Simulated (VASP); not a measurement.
# C19O in VASP: a series of runs

One slab, C19O, is run at these levels: PBEsol; tasks: single point.

Program: VASP 6.6.1. These are calculated values, not measurements. Logs are shortened: lines on timing, memory, paths and dates and some standing lists are left out, and cuts for length are marked.

## 1. Starting point

The cell holds a slab with vacuum, 20 atoms: a = 7.398 Å, b = 7.398 Å, c = 13.000 Å, α = 90.00°, β = 90.00°, γ = 120.00°.

The cell was built by a generator and needn't be a form met in nature.

## 2. Single point, PBEsol

The input, INCAR:

```
PREC     = Accurate       # precision mode
ENCUT    = 520            # plane-wave cutoff, eV
EDIFF    = 1E-7           # SCF threshold, eV
ISMEAR   = 0              # smearing method
SIGMA    = 0.02           # smearing width, eV
LREAL    = Auto         
LASPH    = True           # aspherical terms in the spheres
NELM     = 80             # most SCF steps
ALGO     = Fast           # electronic algorithm
ISIF     = 2              # what is computed and relaxed
LWAVE    = False          # write WAVECAR
LCHARG   = False          # write CHGCAR
GGA      = PS             # functional
NBANDS   = 57             # bands
```

The input, KPOINTS:

```
Automatic mesh
0
Gamma
  2 2 1
```

The input, POSCAR:

```
C19O
1.0
    7.3980000000      0.0000000000      0.0000000000
   -3.6990000000      6.4068560000      0.0000000000
    0.0000000000      0.0000000000     13.0000000000
C O
19 1
Direct
   -0.0034598273     -0.0003073270      0.0651753077
    0.2179790124      0.1104284223      0.0651325385
   -0.0051626672      0.3335622027      0.0651241538
    0.2197228013      0.4460003471      0.0651321538
   -0.0029159705      0.6686468371      0.0651503846
    0.2174586087      0.7788147572      0.0651661538
    0.3281671455      0.0002402114      0.0651427692
    0.5530501406      0.1126817896      0.0650759231
    0.3304368180      0.3353015894      0.0650990000
    0.5507926830      0.4455029113      0.0651284615
    0.3299096298      0.6663783297      0.0651257692
    0.5513446437      0.7770872328      0.0650889231
    0.6637734052      0.0019525958      0.0650903846
    0.8841429528      0.1121372168      0.0650919231
    0.6632357066      0.3330621135      0.0651086923
    0.8846659921      0.4437639928      0.0651233846
    0.6615272814      0.6669269607      0.0651125385
    0.8863685264      0.7793607348      0.0651790000
    0.6394287029     -0.0474824157      0.3274682308
    0.5429039596      0.0128417121      0.3664383846
```

Potentials or basis: VASP PAW PBE potentials, release 64 (C, O).

The run is started by

```sh
$ cat potpaw_PBE.64/C/POTCAR potpaw_PBE.64/O/POTCAR > POTCAR
$ mpirun -np 1 vasp_std > vasp.out
```

OUTCAR:

```text
PREC = Accurate
   ENCUT = 520
   EDIFF = 1E-7
   ISMEAR = 0
   LREAL = Auto
   LASPH = True
   NELM = 80
   ISIF = 2
   GGA = PS

 ion  position               nearest neighbor table
   1  0.997  1.000  0.065-  18 1.41   2 1.42  14 1.44
   2  0.218  0.110  0.065-   7 1.41   1 1.42   9 1.44
   3  0.995  0.334  0.065-  16 1.41  14 1.42   4 1.44
   4  0.220  0.446  0.065-  11 1.41   9 1.42   3 1.44
   5  0.997  0.669  0.065-   6 1.41  18 1.42  16 1.44
   6  0.217  0.779  0.065-   5 1.41   7 1.42  11 1.44
[... 10 lines left out ...]
  17  0.662  0.667  0.065-  12 1.41  10 1.42  18 1.44
  18  0.886  0.779  0.065-   1 1.41   5 1.42  17 1.44
  19  0.639  0.953  0.327-  20 1.13
  20  0.543  0.013  0.366-  19 1.13

  LATTYP: Found a hexagonal cell.
 ALAT       =     7.3980000000
 C/A-ratio  =     1.7572316842

  Lattice vectors:

 A1 = (   7.3980000000,   0.0000000000,   0.0000000000)
 A2 = (  -3.6990000000,   6.4068560000,   0.0000000000)
 A3 = (   0.0000000000,   0.0000000000,  13.0000000000)

Analysis of symmetry for initial positions (statically):
=====================================================================
 Subroutine PRICEL returns:
 Original cell was already a primitive cell.

 Routine SETGRP: Setting up the symmetry group for a
 hexagonal supercell.

 Subroutine GETGRP returns: Found  1 space group operations
 (whereof  1 operations were pure point group operations)
 out of a pool of 24 trial point group operations.

The static configuration has the point symmetry C_1 .

Analysis of symmetry for dynamics (positions and initial velocities):
=====================================================================
 Subroutine PRICEL returns:
 Original cell was already a primitive cell.

 Routine SETGRP: Setting up the symmetry group for a
 hexagonal supercell.

 Subroutine GETGRP returns: Found  1 space group operations
 (whereof  1 operations were pure point group operations)
 out of a pool of 24 trial point group operations.

The dynamic configuration has the point symmetry C_1 .

 Subroutine INISYM returns: Found  1 space group operations
 (whereof  1 operations are pure point group operations),
 and found     1 'primitive' translations

----------------------------------------------------------------------------------------

                                     Primitive cell

  volume of cell :     616.1730

  direct lattice vectors                    reciprocal lattice vectors
     7.398000000  0.000000000  0.000000000     0.135171668  0.078041398  0.000000000
    -3.699000000  6.406856000  0.000000000     0.000000000  0.156082796  0.000000000
     0.000000000  0.000000000 13.000000000     0.000000000  0.000000000  0.076923077

  length of vectors
     7.398000000  7.398000054 13.000000000     0.156082797  0.156082796  0.076923077

  position of ions in fractional coordinates (direct lattice)
     0.996540173  0.999692673  0.065175308
     0.217979012  0.110428422  0.065132539
     0.994837333  0.333562203  0.065124154
     0.219722801  0.446000347  0.065132154
     0.997084030  0.668646837  0.065150385
     0.217458609  0.778814757  0.065166154
[... 12 lines left out ...]
     0.639428703  0.952517584  0.327468231
     0.542903960  0.012841712  0.366438385

  ion indices of the primitive-cell ions
   primitive index   ion index
                 1           1
                 2           2
                 3           3
                 4           4
                 5           5
                 6           6
[... 12 lines left out ...]
                19          19
                20          20

----------------------------------------------------------------------------------------

 KPOINTS: Automatic mesh

Automatic generation of k-mesh.
 Grid dimensions read from file:
 generate k-points for:    2    2    1

 Generating k-lattice:

  Cartesian coordinates                     Fractional coordinates (reciprocal lattice)
     0.067585834  0.039020699  0.000000000     0.500000000 -0.000000000  0.000000000
     0.000000000  0.078041398  0.000000000     0.000000000  0.500000000  0.000000000
     0.000000000  0.000000000  0.076923077     0.000000000  0.000000000  1.000000000

  Length of vectors
     0.078041399  0.078041398  0.076923077

  Shift w.r.t. Gamma in fractional coordinates (k-lattice)
     0.000000000  0.000000000  0.000000000

 Subroutine IBZKPT returns following result:
 ===========================================

 Found      4 irreducible k-points:

 Following reciprocal coordinates:
            Coordinates               Weight
  0.000000  0.000000  0.000000      1.000000
  0.500000  0.000000  0.000000      1.000000
  0.000000  0.500000  0.000000      1.000000
  0.500000  0.500000  0.000000      1.000000
   k-points           NKPTS =      4   k-points in BZ     NKDIM =      4   number of bands    NBANDS=     57
   number of dos      NEDOS =    301   number of ions     NIONS =     20
   total plane-waves  NPLWV = 307328
   dimension x,y,z NGX =    56 NGY =   56 NGZ =   98
   dimension x,y,z NGXF=   112 NGYF=  112 NGZF=  196
   ions per type =              19   1
   NGX,Y,Z   is equivalent  to a cutoff of  12.58, 12.58, 12.53 a.u.
   NGXF,Y,Z  is equivalent  to a cutoff of  25.17, 25.17, 25.06 a.u.
 SYSTEM =  unknown system
   PREC   = accura    normal or accurate (medium, high low for compatibility)
   ISTART =      0    job   : 0-new  1-cont  2-samecut
   ICHARG =      2    charge: 1-file 2-atom 10-const
   ISPIN  =      1    spin polarized calculation?
   LNONCOLLINEAR =      F non collinear calculations
   LSORBIT =      F    spin-orbit coupling
   LASPH  =      T    aspherical Exc in radial PAW
   ENCUT  =  520.0 eV  38.22 Ry    6.18 a.u.  13.76 13.76 24.17*2*pi/ulx,y,z
   NELM   =     80;   NELMIN=  2; NELMDL= -5     # of ELM steps
   EDIFF  = 0.1E-06   stopping-criterion for ELM
   LREAL  =      T    real-space projection
   EDIFFG = 0.1E-05   stopping-criterion for IOM
   NSW    =      0    number of steps for IOM
   IBRION =     -1    ionic relax: 0-MD 1-quasi-New 2-CG
   NFREE  =      0    steps in history (QN), initial steepest desc. (CG)
   ISIF   =      2    stress and relaxation
   ISYM   =      2    0-nonsym 1-usesym 2-fastsym
   POTIM  = 0.5000    time-step for ionic-motion
   TEBEG  =    0.0;   TEEND  =   0.0 temperature during run
   PSTRESS=    0.0 pullay stress
   NELECT =      82.0000    total number of electrons
   NUPDOWN=      -1.0000    fix difference up-down
   EMIN   =  10.00;   EMAX   =-10.00  energy-range for DOS
   EFERMI =   0.00;   METHOD = LEGACY
   ISMEAR =     0;   SIGMA  =   0.02  broadening in eV -4-tet -1-fermi 0-gaus
   EFERMI_NEDOS =   21; number of points for ismear=-14 and -15
   IALGO  =     68    algorithm
   IMIX   =      4    mixing-type and parameters
     AMIX     =   0.40;   BMIX     =  1.00
     AMIX_MAG =   1.60;   BMIX_MAG =  1.00
  volume/ion in A,a.u.               =      30.81       207.91
  Fermi-wavevector in a.u.,A,eV,Ry     =   0.835818  1.579468  9.504925  0.698592
  Thomas-Fermi vector in A             =   1.949440
   LORBIT       =      0    0 simple, 1 ext, 2 COOP (PROOUT), +10 PAW based schemes
   GGA     = PS    functional components
   LHFCALC =     F    Hartree Fock is set to
   AEXX    =    0.0000 exact exchange contribution
   IVDW    =     0    specifies the selected vdW correction
   LEPSILON=     F    determine dielectric tensor
   LRPA    =     F    only Hartree local field effects (RPA)
 non-spin polarized calculation
 RMM-DIIS sequential band-by-band and
 Gauss-broadening in eV      SIGMA  =   0.02
  energy-cutoff  :      520.00
  volume of cell :      616.17
 maximum number of plane-waves:     16651
 NGX is ok and might be reduce to    56
   NGX = 27   NGY = 27   NGZ = 49

 number of electron      82.0000000 magnetization

 Free energy of the ion-electron system (eV)
  ---------------------------------------------------
  ext. energy  EPLUGINS =         0.00000000
  ---------------------------------------------------
  free energy    TOTEN  =      -188.27518778 eV

  energy without entropy =     -188.27518778  energy(sigma->0) =     -188.27518778

 E-fermi :  -1.7726     XC(G=0):  -3.9010

 val. band max:       -1.8621534173   @ k =   0.0000   0.0000   0.0000
 cond. band min:      -1.6519480122   @ k =   0.0000   0.0000   0.0000
 fundamental gap:      0.2102054051
 Fermi energy:        -1.7726425146

 k-point     1 :       0.0000    0.0000    0.0000
  band No.  band energies     occupation
      1     -26.7380      2.00000
      2     -21.2406      2.00000
      3     -18.7390      2.00000
      4     -18.7352      2.00000
      5     -18.6289      2.00000
      6     -18.6248      2.00000
[... 45 lines left out ...]
     52       3.2546      0.00000
     53       3.2585      0.00000

 k-point     2 :       0.5000    0.0000    0.0000
  band No.  band energies     occupation
      1     -26.7379      2.00000
      2     -20.5875      2.00000
      3     -20.5849      2.00000
      4     -19.3368      2.00000
      5     -19.2476      2.00000
      6     -16.8383      2.00000
[... 45 lines left out ...]
     52       3.8881      0.00000
     53       4.5749      0.00000

 k-point     3 :       0.0000    0.5000    0.0000
  band No.  band energies     occupation
      1     -26.7379      2.00000
      2     -20.5874      2.00000
      3     -20.5850      2.00000
      4     -19.3369      2.00000
      5     -19.2474      2.00000
      6     -16.8388      2.00000
[... 45 lines left out ...]
     52       3.6603      0.00000
     53       3.9231      0.00000

 k-point     4 :       0.5000    0.5000    0.0000
  band No.  band energies     occupation
      1     -26.7379      2.00000
      2     -20.5891      2.00000
      3     -20.5833      2.00000
      4     -19.3368      2.00000
      5     -19.2476      2.00000
      6     -16.8381      2.00000
[... 45 lines left out ...]
     52       3.5988      0.00000
     53       4.5763      0.00000
 [bands above 53 left out]

------------------------ aborting loop because EDIFF is reached ----------------------------------------

  FORCE on cell =-STRESS in cart. coord.  units (eV):
  Direction    XX          YY          ZZ          XY          YZ          ZX
  --------------------------------------------------------------------------------------
  -------------------------------------------------------------------------------------
  Total       -1.1697405     -1.8132083      0.0852535     -0.3181445      0.1660311     -0.3990184
  in kB       -3.0415675     -4.7147172      0.2216767     -0.8272415      0.4317153     -1.0375306
  external PRESSURE =      -2.5115360 kB  Pullay stress =       0.0000000 kB

 VOLUME and BASIS-vectors are now :
 -----------------------------------------------------------------------------
  energy-cutoff  :      520.00
  volume of cell :      616.17
      direct lattice vectors                 reciprocal lattice vectors
     7.398000000  0.000000000  0.000000000     0.135171668  0.078041398  0.000000000
    -3.699000000  6.406856000  0.000000000     0.000000000  0.156082796  0.000000000
     0.000000000  0.000000000 13.000000000     0.000000000  0.000000000  0.076923077

 POSITION                                       TOTAL-FORCE (eV/Angst)
 -----------------------------------------------------------------------------------
      3.67454      6.40489      0.84728         0.005383      0.017439     -0.002324
      1.20413      0.70750      0.84672        -0.012100      0.001904      0.005606
      6.12596      2.13708      0.84661         0.013669      0.003154     -0.000363
     -0.02425      2.85746      0.84672        -0.009994     -0.007434      0.002768
      4.90310      4.28392      0.84695        -0.002174     -0.003594      0.002298
     -1.27208      4.98975      0.84716         0.002059     -0.001909     -0.004284
[... 12 lines left out ...]
      1.20713      6.10264      4.25709         0.847985     -0.350730     -0.458363
      3.96890      0.08228      4.76370        -0.839675      0.348780      0.447073
 -----------------------------------------------------------------------------------
    total drift:                                0.001688     -0.000608      0.035910

  FREE ENERGIE OF THE ION-ELECTRON SYSTEM (eV)
  ---------------------------------------------------
  free  energy   TOTEN  =      -188.2751877752 eV

  energy  without entropy=     -188.2751877752  energy(sigma->0) =     -188.27518778
```

Run time: 4.6 min. Hardware: 1 thread of Intel Xeon 6975P-C (Granite Rapids), shared host; peak memory 0.63 GiB.

What came out:

```yaml
Free_energy: -188.2752 eV
Largest_force: 1.026 eV/Å
Band_gap_on_the_k_mesh: 0.21 eV, direct
```

Forces on the atoms (eV/Å):
```
C    0.005  0.017 -0.002
C   -0.012  0.002  0.006
C    0.014  0.003  0.000
C   -0.010 -0.007  0.003
C   -0.002 -0.004  0.002
C    0.002 -0.002 -0.004
C    0.014 -0.005  0.000
C   -0.002 -0.014  0.003
C   -0.009 -0.008  0.001
C    0.017  0.010 -0.004
C   -0.005  0.011  0.001
C   -0.006  0.007 -0.002
C   -0.015 -0.006 -0.006
C    0.009  0.003  0.006
C   -0.007  0.007  0.001
C   -0.009  0.017  0.000
C    0.008 -0.009  0.006
C    0.001 -0.019  0.001
C    0.848 -0.351 -0.458
O   -0.840  0.349  0.447
```

Caveat: the k mesh is coarse (spacing up to 0.49 Å⁻¹), so the values aren't converged; the standard files for N, O and F lose accuracy on very short bonds; the PAW data sets were made with another functional, which shifts forces and pressure a little. As with any semilocal functional, this PBEsol gap is likely too small.

## 3. Single point, PBEsol

The input, INCAR:

```
ALGO     = Fast           # electronic algorithm
EDIFF    = 1E-6           # SCF threshold, eV
ENCUT    = 520            # plane-wave cutoff, eV
GGA      = PS             # functional
ISIF     = 2              # what is computed and relaxed
ISMEAR   = 0              # smearing method
LASPH    = True           # aspherical terms in the spheres
LCHARG   = False          # write CHGCAR
LREAL    = Auto         
LWAVE    = False          # write WAVECAR
NBANDS   = 57             # bands
NELM     = 100            # most SCF steps
PREC     = Accurate       # precision mode
SIGMA    = 0.02           # smearing width, eV
```

The input, KPOINTS:

```
k-points
0
Gamma
  2 2 1
```

The input, POSCAR:

```
C19O
1.0
    7.3980000000      0.0000000000      0.0000000000
   -3.6990000000      6.4068560000      0.0000000000
    0.0000000000      0.0000000000     13.0000000000
C O
19 1
Direct
   -0.0032645603      0.0004687166      0.0656223077
    0.2174386182      0.1108393883      0.0655940769
   -0.0053638227      0.3336486726      0.0655807692
    0.2195848708      0.4461175653      0.0656027692
   -0.0034196644      0.6691314742      0.0656203077
    0.2176061068      0.7796293533      0.0656109231
    0.3279503851      0.0003187211      0.0655890769
    0.5529025613      0.1128002565      0.0655124615
    0.3299366273      0.3357840413      0.0655675385
    0.5509586384      0.4463206290      0.0655871538
    0.3300904085      0.6671570268      0.0655751538
    0.5508071325      0.7774917994      0.0655309231
    0.6632709865      0.0024411349      0.0655050000
    0.8843155454      0.1129500960      0.0655488462
    0.6634243880      0.3338417470      0.0655782308
    0.8841296978      0.4441836995      0.0655939231
    0.6613315410      0.6670074995      0.0655933846
    0.8862290309      0.7794777969      0.0656459231
    0.6930603371     -0.0533345841      0.3215003077
    0.6034915574      0.0106251803      0.3641951538
```

Potentials or basis: VASP PAW PBE potentials, release 64 (C, O).

The run is started by

```sh
$ cat potpaw_PBE.64/C/POTCAR potpaw_PBE.64/O/POTCAR > POTCAR
$ mpirun -np 1 vasp_std > vasp.out
```

Run time: 4.3 min. Hardware: 1 thread of Intel Xeon 6975P-C (Granite Rapids), shared host; peak memory 0.63 GiB.

It converged, with:

| Item | Value |
| --- | --- |
| Free energy | -188.2785 eV |
| Largest force | 1.027 eV/Å |
| Band gap on the k mesh | 0.21 eV, direct |

Forces on the atoms (eV/Å):
```
C   -0.001 -0.001 -0.003
C    0.006  0.001  0.001
C    0.006  0.013  0.003
C   -0.015  0.003 -0.001
C    0.006 -0.006  0.000
C    0.000 -0.012 -0.003
C    0.006  0.004  0.000
C   -0.006 -0.003  0.006
C    0.002 -0.009  0.000
C    0.008 -0.005  0.000
C   -0.016  0.007  0.004
C    0.004  0.010  0.000
C    0.000 -0.007 -0.005
C    0.005 -0.006  0.001
C   -0.015 -0.003 -0.001
C    0.002  0.020  0.001
C    0.004  0.002  0.004
C   -0.003 -0.008 -0.001
C    0.815 -0.370 -0.504
O   -0.807  0.369  0.497
```

Levels at points of the mesh, in eV from the valence-band top:
```tsv
k point	band 38	band 39	band 40	band 41	band 42	band 43	band 44	band 45
(0.00, 0.00, 0.00)	-2.90	-2.90	-0.01	0.00	0.21	0.21	2.41	2.42
(0.50, 0.00, 0.00)	-2.58	-2.54	-2.53	-2.26	1.75	2.35	2.39	2.59
(0.00, 0.50, 0.00)	-2.58	-2.54	-2.53	-2.26	1.74	2.36	2.40	2.59
(0.50, 0.50, 0.00)	-2.58	-2.54	-2.53	-2.26	1.76	2.36	2.39	2.59
```

Caveat: the k mesh is coarse (spacing up to 0.49 Å⁻¹), so the values aren't converged; the standard files for N, O and F lose accuracy on very short bonds; the PAW data sets were made with another functional, which shifts forces and pressure a little.

(Continued in part 2 of 2.)
